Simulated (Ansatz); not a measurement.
# 2H-WS2 bilayer (2H stacking) in a perpendicular field, part 2 of 4

Wanted: the out-of-plane response of the 2H-WS2 bilayer (2H stacking). A positive field points along +c.

Ansatz 0.2.0; plane-wave DFT, r2SCAN-D4, Ansatz PAW (set soft_1); PAW set soft_1 (the session's first sound run).

So far. Step 2 (Relaxing the slab): The lattice constant a goes from 3.180 to 3.172 Å.

### 3. Single point, field 0

A sawtooth potential applies the field, turning back in the middle of the vacuum. With the dipole correction the typed value is the field outside the slab. The induced dipole is small, so the SCF threshold is tight.

The cell differs from the one that the last finished run ended in (c 50.951 → 27.405 Å).

Input file input.yaml:

```yaml
crystal:
  lattice:
    - [3.172360121, 0.0, 0.0]
    - [-1.5861800605, 2.7473444547, 0.0]
    - [0.0, 0.0, 27.405441503]
  atoms:
    - { symbol: S, position: [0.3333333333, 0.6666666667, 0.3284019343] }
    - { symbol: W, position: [0.0, 0.0, 0.3853643818] }
    - { symbol: S, position: [0.3333333333, 0.6666666667, 0.4423216148] }
    - { symbol: S, position: [0.0, 0.0, 0.5576783852] }
    - { symbol: W, position: [0.3333333333, 0.6666666667, 0.6146356182] }
    - { symbol: S, position: [0.0, 0.0, 0.6715980657] }
kpoints:
  mp_grid: { grid: [18, 18, 1] }
  band_path:
    path: [[0, 0, 0], [0.5, 0, 0], [0.33333333, 0.33333333, 0], [0, 0, 0]]
    npoints: 16
hamiltonian:
  xc: r2scan
  dispersion: d4
  pseudopotentials: { kind: paw, azcp: { folder: soft_1 } }
scf:
  occupations: { method: fermi_dirac, width: 0.05 }
  convergence: { dr2_threshold: 1.0e-10 }
efield:
  axis: 3
  dipole_correction: true
  ramp_position: 0.97
  ramp_width: 0.06
  amplitude: 0
output:
  dos: { projected: true, e_range: [-6, 5] }
  bader: true
  write_potential: true
  write_density: true
  volumetric_format: npy
  elf: true
```

Started as:

```sh
ansatz run input.yaml --threads 4 --pin off --max-ram 6144MiB --backend cpu --events-out ev --progress --plain --runs-dir out
```

Numbers of over 12 decimals in the logs are rounded to 6 here.

Log:

```text
[...]
Crystal: 6 atoms, lattice volume = 238.854 Å³
Basis set: ecut = 500 eV, 6045 PW (Γ), exchange–correlation on 96×96×800 points (64 copies of the dense FFT grid, shifted against one another)
Bands: 32, of which v1, the nominal top of the filled ones, is band 26 counted from 1 (25 counted from 0)
Symmetry: 6 space group operations
k-points: 37 of 324 (time reversal used)
[...]
SCF iter   1: F=—  HF=-24426.127962 eV  |F-HF|=—  |Δ(HF+E_count)|=         —  Δρ=3.04e-2  dr2=2.29e0  dr2_τ=1.81e-1  ethr=3.10e-3  p=0.000 e·Å  D=7.47e-15 V/Å  ΔV_dip=-0.00 eV  dr2_dipole=1.46e-8  V_vac-E_F(+/−)=5.73/5.73 eV  ⟨swp⟩=10.3  Hψ=7213  notcnv=0
efield: sawtooth ramp at fractional position 0.9700 (set: `efield.ramp_position`, or a place that a band, a saddle search or an elastic batch's reference lends), width 0.0600; the density the first Hamiltonian is built on has a dipole p = 0.000 e·Å; the dipole correction subtracts the counter field D = 7.47e-15 V/Å, which shifts the + side's vacuum level by -0.00 eV against the − side's; the planar-averaged density in the ramp window peaks in size at 2.0e-6 e/Å³
[...]
SCF iter   2: F=—  HF=-24425.955139 eV  |F-HF|=—  |Δ(HF+E_count)|=   1.73e-1  Δρ=1.47e-2  dr2=5.62e-1  dr2_τ=5.98e-2  ethr=3.10e-3  p=0.000 e·Å  D=2.27e-5 V/Å  ΔV_dip=-0.00 eV  dr2_dipole=2.09e-8  V_vac-E_F(+/−)=5.57/5.57 eV  ⟨swp⟩=3.1  Hψ=2364  notcnv=0  defer=32
[...]
SCF iter  13: F=-24425.941721 eV  HF=-24425.941721 eV  |F-HF|=5.09e-11  |Δ(HF+E_count)|=  3.27e-10  Δρ=7.72e-8  dr2=2.64e-11  dr2_τ=2.00e-12  ethr=1.00e-12  p=-0.000 e·Å  D=-5.03e-8 V/Å  ΔV_dip=0.00 eV  dr2_dipole=2.58e-13  V_vac-E_F(+/−)=4.77/4.77 eV  ⟨swp⟩=9.9  Hψ=3837  notcnv=0
SCF 1 converged in 13 iterations: F = -24425.941721 eV  dr2 = 2.64e-11
[...]
NSCF: frozen V_eff on 49 k-points
efield: sawtooth ramp at fractional position 0.9700 (kept from the solve that this one continues, or follows in the run), width 0.0600; the density the first Hamiltonian is built on has a dipole p = -0.000 e·Å; the dipole correction subtracts the counter field D = -5.03e-8 V/Å, which shifts the + side's vacuum level by +0.00 eV against the − side's; the planar-averaged density in the ramp window peaks in size at 2.1e-6 e/Å³
[...]
SCF converged after 13 iterations
Free energy (F): -24425.941721 eV
[...]
Internal energy: -24425.941721 eV  (E = F + TS)
E sigma→0 (E₀):  -24425.941721 eV
Entropy (-TS):   -0.000000 eV (-0.000 meV/atom)
Fermi energy:    2.718492 eV
Dipole field:    D = 0.000001 V/Å  (p = 0.000001 e·Å, saw-weighted, corrected)
Work function:   Φ+ = 4.7665 eV   Φ− = 4.7665 eV
Levels:          The Fermi level and band energies are counted from a zero that moves with the ramp; work functions are not
[...]
--- Band table (eV; the first three rows and the last of 37) ---
  k-point 0: bands = [... 22 lower, -0.1826, -0.1787, 1.3612, 1.9736, 4.6641, 4.6641, 4.6716, 4.6716, ... 2 higher]
  k-point 1: bands = [... 22 lower, -0.1265, 0.1357, 1.3483, 1.9085, 4.6238, 4.6347, 4.6943, 4.7134, ... 2 higher]
  k-point 2: bands = [... 22 lower, -0.0651, 0.3015, 1.2869, 1.6984, 4.3676, 4.4911, 4.5613, 4.5938, ... 2 higher]
  k-point 36: bands = [... 22 lower, -0.9364, -0.9364, 1.5048, 1.5858, 3.5125, 3.5125, 4.8612, 5.4003, ... 2 higher]
--- Bader charges: 6 sites ---
  site symbol  charge [e]  shift [e]
     0      S     -0.7311     0.0061
     1      W      1.4615     0.0121
     2      S     -0.7304     0.0061
     3      S     -0.7304     0.0061
     4      W      1.4615     0.0121
     5      S     -0.7311     0.0061
  estimated error of the sums over rays = 8.1e-4 e
```

The job ended after 42 s (4 threads of Arm Neoverse V1, shared host; peak memory 1.1 GiB).

The column dr2 measures how far the density is from self-consistency, as an energy; F and HF (Harris–Foulkes) agree once it is small.

This step gave:

| Item | Value |
| --- | --- |
| dipole along the normal | 7.58e-7 e·Å |
| gap along the path | 1.539 eV |
| smallest direct gap along the path | 1.927 eV |
| ionisation energy, upper face | 5.511 eV |
| electron affinity, upper face | 3.973 eV |
| gap, the smaller of path and mesh | 1.539 eV |

Running mean over a fixed 2.6 Å (it still follows the layers) of the planar mean; the ramp of the sawtooth is left out. Electron's electrostatic potential energy less the Fermi level against z:

```tsv
z (Å)	electron's electrostatic potential energy less the Fermi level (eV)
4	4.77
5	4.77
6	4.74
7	4.08
8	-0.649
9	-6.31
10	-11.4
11	-11.4
12	-7.21
13	-1.57
14	-0.0803
15	-4.44
16	-10.9
17	-11.3
18	-9.21
19	-2.72
20	2.58
21	4.67
22	4.76
23	4.77
24	4.77
```

The density of states has structure finer than the step of the table below, so its rows give means over 0.25 eV, whole bins alone (the curve runs from -6 to 1.66 eV). Peaks (eV: height): -5.860: 12.1, -5.610: 12.0, -4.760: 20.1, -4.570: 9.07, -3.460: 9.70, -2.090: 8.11, 1.640: 10.4.

The density of states by energy, zero at the Fermi level of the run, which the smearing sets inside the gap; means over each step:

energy (eV), density of states (states/eV a cell) and a bar:
```
    -5.75        6.9 #########################
    -5.50        5.4 ####################
    -5.25        2.1 ########
    -5.00        4.3 ################
    -4.75        8.2 ##############################
    -4.50        4.6 #################
    -4.25        3.1 ###########
    -4.00        3.4 ############
    -3.75        2.9 ###########
    -3.50        8.0 #############################
    -3.25        6.1 ######################
    -3.00        5.0 ##################
    -2.75        4.4 ################
    -2.50        2.1 ########
    -2.25        3.2 ############
    -2.00        5.7 #####################
    -1.75        3.3 ############
    -1.50        2.4 #########
    -1.25        1.0 ####
    -1.00        0.3 #
    -0.75        0.1 #
    -0.50        0.0 
    -0.25        0.0 
     0.00        0.0 
     0.25        0.0 
     0.50        0.0 
     0.75        0.1 
     1.00        2.2 ########
     1.25        4.0 ###############
     1.50        5.9 #####################
```

Projected DOS per atom over height of the atomic layer and energy from the Fermi level. Layers: S W S S W S from below.

Ten even steps from '0' (0.00 states/eV) to '9' (1.85 states/eV), each cell a mean:
```
292292
151151
000000
000000
000000
000000
000000
000000
020020
151151
292292
231132
414414
525525
858858
233332
232232
333333
666666
222222
444444
545545
```
Columns: height of the atomic layer (Å) from 9 to 18.4 (not evenly spaced); rows upwards: energy from the Fermi level (eV) from -5.96 to 1.6.

Electronic bands along the path, in eV, zero at the Fermi level of the run, which the smearing sets inside the gap:

```tsv
point	band 23	band 24	band 25	band 26	band 27	band 28	band 29	band 30
Γ	-2.90	-2.90	-1.36	-0.74	1.95	1.95	1.95	1.95
halfway	-3.07	-2.72	-2.06	-2.01	1.20	1.54	1.61	1.62
M	-2.59	-2.52	-2.18	-2.10	1.88	1.90	2.30	2.40
halfway	-3.51	-3.36	-1.69	-1.59	1.52	1.56	2.54	2.66
K	-3.65	-3.65	-1.21	-1.13	0.79	0.79	2.14	2.68
halfway	-2.68	-2.54	-2.07	-2.05	0.87	1.25	1.77	1.95
Γ	-2.90	-2.90	-1.36	-0.74	1.95	1.95	1.95	1.95
```

ELF in the ca plane at fractional y = 0.667, with atoms of S and W within 0.2 Å of it. It is the smooth field of the valence electrons, not physical close to the nuclei.

Values, 5 rows by 16 columns, each cell a mean:
```
0.00 0.00 0.00 0.00 0.00 0.01 0.09 0.25 0.23 0.24 0.25 0.09 0.35 0.75 0.55 0.34
0.00 0.00 0.00 0.00 0.00 0.11 0.47 0.63 0.32 0.30 0.63 0.39 0.22 0.66 0.43 0.30
0.00 0.00 0.00 0.00 0.03 0.45 0.88 0.53 0.50 0.48 0.53 0.82 0.09 0.24 0.42 0.56
0.00 0.00 0.00 0.00 0.04 0.52 0.90 0.33 0.50 0.48 0.32 0.86 0.10 0.16 0.46 0.51
0.00 0.00 0.00 0.00 0.01 0.23 0.71 0.77 0.41 0.39 0.76 0.61 0.15 0.53 0.38 0.39
```
Columns run along c (16.0 Å, from fractional 0.06 to 0.65 of the cell), rows up along a (3.2 Å). Atoms in or near the plane, at fractional coordinates: S at (0.33, 0.33), S at (0.44, 0.33), W at (0.61, 0.33).

Valence density in the ca plane at fractional y = 0.667, with atoms of S and W within 0.2 Å of it. It is the smooth field of the valence electrons, not physical close to the nuclei.

Ten steps, logarithmic in the rise over the least value, from '0' (0.0 e/Å³) to '9' (5.5 e/Å³), each cell a mean:
```
00000000000000000112334555433321111345544334
00000000000000000012334565433221011345544334
00000000000000000134454444445432111234444554
00000000000000001356665444566654211123457887
00000000000000002466566434565565310112369999
00000000000000002466466434565565310112369999
00000000000000001356665444566664211123457997
00000000000000000234554444455543111234445555
```
Columns run along c (16.0 Å, from fractional 0.06 to 0.65 of the cell), rows up along a (3.2 Å). Atoms in or near the plane, at fractional coordinates: S at (0.33, 0.33), S at (0.44, 0.33), W at (0.61, 0.33).

Electrostatic potential energy in the ca plane at fractional y = 0.667, with atoms of S and W within 0.2 Å of it. With pseudopotentials it is smooth inside the atoms' cores, unlike the true potential.

Ten even steps from '0' (-42 eV) to '9' (7 eV), each cell a mean:
```
99999999999999999999988645789999999987788888
99999999999999999999988645789999999987788888
99999999999999999998788767788889999988887667
99999999999999999973236888852258999999863003
99999999999999999850103888710117999999840000
99999999999999999840103888711116999999840000
99999999999999999972126888741148999999862002
99999999999999999998778767787789999988886556
```
Columns run along c (16.0 Å, from fractional 0.06 to 0.65 of the cell; values clipped at the 3rd and 97th percentile), rows up along a (3.2 Å). Atoms in or near the plane, at fractional coordinates: S at (0.33, 0.33), S at (0.44, 0.33), W at (0.61, 0.33).

The gap is 1.54 eV, with the valence edge 5.51 eV and the conduction edge 3.97 eV under the upper vacuum level. Spin-orbit coupling, left out in this run, matters for the bands of elements this heavy.

### 4. Single point, field 0.1 V/Å

Changes to input.yaml since step 3:

```diff
@@ -27,8 +27,6 @@
   dipole_correction: true
-  ramp_position: 0.97
-  ramp_width: 0.06
-  amplitude: 0
+  ramp_position: 0.9544
+  ramp_width: 0.0912
+  amplitude: 0.1
 output:
-  dos: { projected: true, e_range: [-6, 5] }
-  bader: true
   write_potential: true
@@ -36,2 +34 @@
   volumetric_format: npy
-  elf: true
```

Log:

```text
[...]
Crystal: 6 atoms, lattice volume = 238.854 Å³
Basis set: ecut = 500 eV, 6045 PW (Γ), exchange–correlation on 96×96×800 points (64 copies of the dense FFT grid, shifted against one another)
Bands: 32, of which v1, the nominal top of the filled ones, is band 26 counted from 1 (25 counted from 0)
Symmetry: 6 space group operations
k-points: 37 of 324 (time reversal used)
[...]
k-point 0: bands = [... 22 lower, -0.1324, -0.1324, 1.3564, 1.9786, 4.6090, 4.6090, 4.7184, 4.7184, ... 2 higher]
  k-point 1: bands = [... 22 lower, -0.1350, 0.1451, 1.3431, 1.9139, 4.5682, 4.6423, 4.6900, 4.6925, ... 2 higher]
  k-point 2: bands = [... 22 lower, -0.0733, 0.3087, 1.2800, 1.7057, 4.3445, 4.4853, 4.5635, 4.5644, ... 2 higher]
  k-point 36: bands = [... 22 lower, -0.9919, -0.8802, 1.4729, 1.6170, 3.4525, 3.5718, 4.8544, 5.4064, ... 2 higher]
[key lines of the parts left out:]
SCF converged after 14 iterations
Free energy (F): -24425.944160 eV
Fermi energy:    2.709717 eV
Dipole field:    D = 0.036964 V/Å  (p = 0.048792 e·Å, saw-weighted, corrected)
```

The job ended after 31 s (4 threads; peak memory 1.1 GiB; 2 min of CPU time).

The dipole is 0.0488 e·Å, and the gap 1.474 eV.

### 5. Single point, field -0.1 V/Å

Changes to input.yaml since step 4:

```diff
@@ -29,3 +29,3 @@
   ramp_width: 0.0912
-  amplitude: 0.1
+  amplitude: -0.1
 output:
```

Log:

```text
[...]
Crystal: 6 atoms, lattice volume = 238.854 Å³
Basis set: ecut = 500 eV, 6045 PW (Γ), exchange–correlation on 96×96×800 points (64 copies of the dense FFT grid, shifted against one another)
Bands: 32, of which v1, the nominal top of the filled ones, is band 26 counted from 1 (25 counted from 0)
Symmetry: 6 space group operations
k-points: 37 of 324 (time reversal used)
[...]
k-point 0: bands = [... 22 lower, -0.1324, -0.1324, 1.3564, 1.9786, 4.6090, 4.6090, 4.7184, 4.7184, ... 2 higher]
  k-point 1: bands = [... 22 lower, -0.1350, 0.1451, 1.3431, 1.9139, 4.5682, 4.6423, 4.6900, 4.6925, ... 2 higher]
  k-point 2: bands = [... 22 lower, -0.0733, 0.3087, 1.2800, 1.7057, 4.3445, 4.4853, 4.5635, 4.5644, ... 2 higher]
  k-point 36: bands = [... 22 lower, -0.9919, -0.8802, 1.4729, 1.6170, 3.4525, 3.5718, 4.8544, 5.4064, ... 2 higher]
[key lines of the parts left out:]
SCF converged after 14 iterations
Free energy (F): -24425.944160 eV
Fermi energy:    2.709718 eV
Dipole field:    D = -0.036963 V/Å  (p = -0.048790 e·Å, saw-weighted, corrected)
```

It took 32 s on 4 threads; peak memory 1.1 GiB.

The dipole is -0.0488 e·Å, and the gap 1.474 eV.

### 6. Single point, field 0.2 V/Å

Changes to input.yaml since step 5:

```diff
@@ -29,3 +29,3 @@
   ramp_width: 0.0912
-  amplitude: -0.1
+  amplitude: 0.2
 output:
```

Log:

```text
[...]
Crystal: 6 atoms, lattice volume = 238.854 Å³
Basis set: ecut = 500 eV, 6045 PW (Γ), exchange–correlation on 96×96×800 points (64 copies of the dense FFT grid, shifted against one another)
Bands: 32, of which v1, the nominal top of the filled ones, is band 26 counted from 1 (25 counted from 0)
Symmetry: 6 space group operations
k-points: 37 of 324 (time reversal used)
[...]
k-point 0: bands = [... 22 lower, -0.0741, -0.0741, 1.3424, 1.9931, 4.5487, 4.5487, 4.6910, 4.6910, ... 2 higher]
  k-point 1: bands = [... 22 lower, -0.1568, 0.1702, 1.3283, 1.9295, 4.5059, 4.5835, 4.6413, 4.6510, ... 2 higher]
  k-point 2: bands = [... 22 lower, -0.0961, 0.3285, 1.2608, 1.7262, 4.2946, 4.4488, 4.5097, 4.5989, ... 2 higher]
  k-point 36: bands = [... 22 lower, -1.0460, -0.8236, 1.4182, 1.6699, 3.3921, 3.6304, 4.8349, 5.4237, ... 2 higher]
[key lines of the parts left out:]
SCF converged after 15 iterations
Free energy (F): -24425.951479 eV
Fermi energy:    2.692738 eV
Dipole field:    D = 0.073936 V/Å  (p = 0.097595 e·Å, saw-weighted, corrected)
```

It took 32 s on 4 threads; peak memory 1.1 GiB; 2.1 min of CPU time.

The dipole is 0.0976 e·Å, and the gap 1.399 eV.

### 7. Single point, field -0.2 V/Å

Changes to input.yaml since step 6:

```diff
@@ -29,3 +29,3 @@
   ramp_width: 0.0912
-  amplitude: 0.2
+  amplitude: -0.2
 output:
```

Log:

```text
[...]
Crystal: 6 atoms, lattice volume = 238.854 Å³
Basis set: ecut = 500 eV, 6045 PW (Γ), exchange–correlation on 96×96×800 points (64 copies of the dense FFT grid, shifted against one another)
Bands: 32, of which v1, the nominal top of the filled ones, is band 26 counted from 1 (25 counted from 0)
Symmetry: 6 space group operations
k-points: 37 of 324 (time reversal used)
[...]
k-point 0: bands = [... 22 lower, -0.0741, -0.0741, 1.3424, 1.9931, 4.5487, 4.5487, 4.6910, 4.6910, ... 2 higher]
  k-point 1: bands = [... 22 lower, -0.1568, 0.1702, 1.3283, 1.9295, 4.5059, 4.5835, 4.6413, 4.6510, ... 2 higher]
  k-point 2: bands = [... 22 lower, -0.0961, 0.3285, 1.2608, 1.7262, 4.2946, 4.4488, 4.5097, 4.5989, ... 2 higher]
  k-point 36: bands = [... 22 lower, -1.0460, -0.8236, 1.4182, 1.6699, 3.3921, 3.6304, 4.8349, 5.4237, ... 2 higher]
[key lines of the parts left out:]
SCF converged after 15 iterations
Free energy (F): -24425.951479 eV
Fermi energy:    2.692739 eV
Dipole field:    D = -0.073934 V/Å  (p = -0.097593 e·Å, saw-weighted, corrected)
```

Wall time 32 s (4 threads); peak memory 1.1 GiB.

The dipole is -0.0976 e·Å, and the gap 1.399 eV.

### 8. Single point, field 0.35 V/Å

Changes to input.yaml since step 7:

```diff
@@ -27,6 +27,8 @@
   dipole_correction: true
-  ramp_position: 0.9544
-  ramp_width: 0.0912
-  amplitude: -0.2
+  ramp_position: 0.933
+  ramp_width: 0.134
+  amplitude: 0.35
 output:
+  dos: { projected: true, e_range: [-6, 5] }
+  bader: true
   write_potential: true
@@ -34 +36,2 @@
   volumetric_format: npy
+  elf: true
```

Log:

```text
[...]
Crystal: 6 atoms, lattice volume = 238.854 Å³
Basis set: ecut = 500 eV, 6045 PW (Γ), exchange–correlation on 96×96×800 points (64 copies of the dense FFT grid, shifted against one another)
Bands: 32, of which v1, the nominal top of the filled ones, is band 26 counted from 1 (25 counted from 0)
Symmetry: 6 space group operations
k-points: 37 of 324 (time reversal used)
[...]
k-point 36: bands = [... 22 lower, -1.1227, -0.7386, 1.3296, 1.7534, 3.3006, 3.7169, 4.7864, 5.4660, ... 2 higher]
--- Bader charges: 6 sites ---
  site symbol  charge [e]  shift [e]
     0      S     -0.7465     0.0060
     1      W      1.4612     0.0121
     2      S     -0.7199     0.0061
     3      S     -0.7409     0.0060
     4      W      1.4616     0.0121
     5      S     -0.7156     0.0061
  estimated error of the sums over rays = 8.3e-4 e
[key lines of the parts left out:]
SCF converged after 21 iterations
Free energy (F): -24425.971612 eV
Fermi energy:    2.668642 eV
Dipole field:    D = 0.129442 V/Å  (p = 0.170862 e·Å, saw-weighted, corrected)
```

It took 51 s on 4 threads; peak memory 1.1 GiB; 3.3 min of CPU time.

The dipole is 0.171 e·Å, and the gap 1.271 eV.

### 9. Response, atoms held

This step: plane-wave DFT, r2SCAN-D4, Ansatz PAW (set soft_1); response to a field along the normal, atoms held; PAW set soft_1 (Ansatz 0.2.0).

The dipoles give the slope, and the difference of two potentials shows where the field is screened.

This step gave:

```
equivalent conductor thickness p/(ε₀AE) : 10.13 Å
distance between the outer atoms        : 9.405 Å
```

Table of dipole of the cell by applied field:

```tsv
applied field (V/Å)	dipole of the cell (e·Å)
-0.200	-0.0976
-0.100	-0.0488
0.000	7.6e-7
0.100	0.0488
0.200	0.0976
0.350	0.171
```

Local field over the applied field, running mean. From the potentials at -0.1 and 0.1 V/Å; running mean over 2.5 Å. Local field over applied field against z:

```tsv
z (Å)	local field over applied field
4.5	0.999
5.0	0.997
5.5	0.992
6.0	0.974
6.5	0.927
7.0	0.827
7.5	0.675
8.0	0.502
8.5	0.324
9.0	0.181
9.5	0.0964
10.0	0.0606
10.5	0.0443
11.0	0.0538
11.5	0.0789
12.0	0.137
12.5	0.233
13.0	0.331
13.5	0.379
14.0	0.375
14.5	0.315
15.0	0.213
15.5	0.122
16.0	0.0729
16.5	0.0504
17.0	0.0454
17.5	0.0655
18.0	0.108
18.5	0.203
19.0	0.357
19.5	0.535
20.0	0.706
20.5	0.850
21.0	0.940
21.5	0.979
22.0	0.993
22.5	0.998
23.0	0.999
```

Electrons, planar mean, per unit field. Table of induced electron density by z:

```tsv
z (Å)	induced electron density (e/Å³ per V/Å)
4.5	3.1e-6
5.0	1.0e-5
5.5	3.4e-5
6.0	1.1e-4
6.5	3.4e-4
7.0	9.8e-4
7.5	0.00232
8.0	0.00358
8.5	0.00198
9.0	0.00111
9.5	3.9e-4
10.0	-6.0e-4
10.5	1.4e-5
11.0	4.2e-4
11.5	3.3e-5
12.0	-0.00102
12.5	-0.00128
13.0	-0.00269
13.5	-0.00106
14.0	0.00152
14.5	0.00264
15.0	0.00105
15.5	9.9e-4
16.0	-2.7e-4
16.5	-3.6e-4
17.0	1.2e-4
17.5	6.1e-4
18.0	-7.1e-4
18.5	-1.0e-3
19.0	-0.00250
19.5	-0.00348
20.0	-0.00202
20.5	-8.2e-4
21.0	-2.8e-4
21.5	-8.8e-5
22.0	-2.7e-5
22.5	-8.1e-6
23.0	-2.4e-6
```

The smaller of the gaps on the path and on the k-mesh, counted as 0 under 0.03 eV. Gap against applied field:

```tsv
applied field (V/Å)	gap (eV)
-0.200	1.40
-0.100	1.47
0.000	1.54
0.100	1.47
0.200	1.40
0.350	1.27
```

By hand: between -0.1 and 0.1 V/Å the dipole changes by 0.09758 e·Å, a slope of 0.4879 e·Å²/V. A perfect conductor of thickness t has p = ε₀AEt, so t = 180.95 × 0.4879 / 8.716 = 10.13 Å (e/ε₀ = 180.95 V·Å, A in Å²).

The induced dipole is that of a conductor 10.13 Å thick.

(Part 2 of 4 ends here.)

[Logs are printed without paths, hosts, clocks, repeated set-up lines and the standing remarks that a program may print on its own settings, such as how far it seeks lower states.]

[Hosts, paths, dates, database ids (printed as entryN), source tags and the programs' standing remarks are cut or masked in the printed files.]

[Maps of the electrostatic potential energy from Ansatz leave out the sawtooth potential of an applied field or a dipole correction, so their vacuum need not be flat; planar profiles and work functions include it.]

[The density of states shown here was stored with 400 of the rows of the run's finer table, so its peaks can read low, often by over a quarter, or be missed, and its means over a window can be off by a tenth or more.]
